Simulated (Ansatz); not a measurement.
Runs of Ansatz 0.2.0 on Te2Mo. The structure is hexagonal, space group P6_3/mmc (No. 194). Conventional cell: a = 3.518 Å, b = 3.518 Å, c = 13.974 Å, α = 90.00°, β = 90.00°, γ = 120.00°. Around Te (site symmetry 3m) lie 3 Mo at 2.72 Å. Mo (site symmetry -6m2) has 6 Te at 2.72 Å as nearest neighbours. 

```csv
task,level,cell,cutoff (eV),points for each segment of the path,target pressure (GPa),gap on the mesh (eV),pressure (GPa),largest force (eV/Å)
band structure,r2SCAN,as given,500,14,-,0.89,2.2,(b)
relaxation of cell and atoms,r2SCAN,relaxed to 30 GPa,500,-,30,none,30.0,-
band structure,LDA,as given,420,14,-,0.76,-3.0,0.29
band structure,BLYP,as given,420,14,-,0.82,9.1,0.46
relaxation of cell and atoms,r2SCAN,relaxed,500,-,0,(a),0.0,-
band structure,RPBE,as given,420,14,-,0.81,4.9,0.26
relaxation of cell and atoms,r2SCAN,relaxed to 10 GPa,500,-,10,0.55,10.0,-
band structure,PBEsol,as given,420,14,-,0.76,-1.1,0.09
```

Alike in all rows: potentials or basis Ansatz PAW; no spin polarisation; k mesh 9 × 9 × 2; smearing fermi-dirac 0.05 eV.

Fill in the values left out.

(a) 1.06; (b) 0.08.

Caveats: the PAW data sets come from PBE, with cores solved anew for the run's functional, which leaves a small shift of forces and pressure; spin-orbit coupling is left out, which moves the levels of the heavy elements (some runs); the k mesh misses the band edges, so the gap on the mesh is wider than the one along the path (some runs); the plane-wave basis is chosen anew once the cell has moved, so the energies of steps on either side of that aren't comparable (some runs); this functional lacks dispersion, which binds the layers, so the pressure and a relaxed spacing across them are unreliable (some runs); odd divisions of the mesh miss points on the zone boundary, where band edges often lie, so the gap on the mesh can be too wide (some runs).

A k mesh can miss the band edges, and the runs leave out spin-orbit coupling on Mo, Te.

A gap of «none» marks a metal or a gap under the smearing width.

Runs at the PBE level aren't shown here.
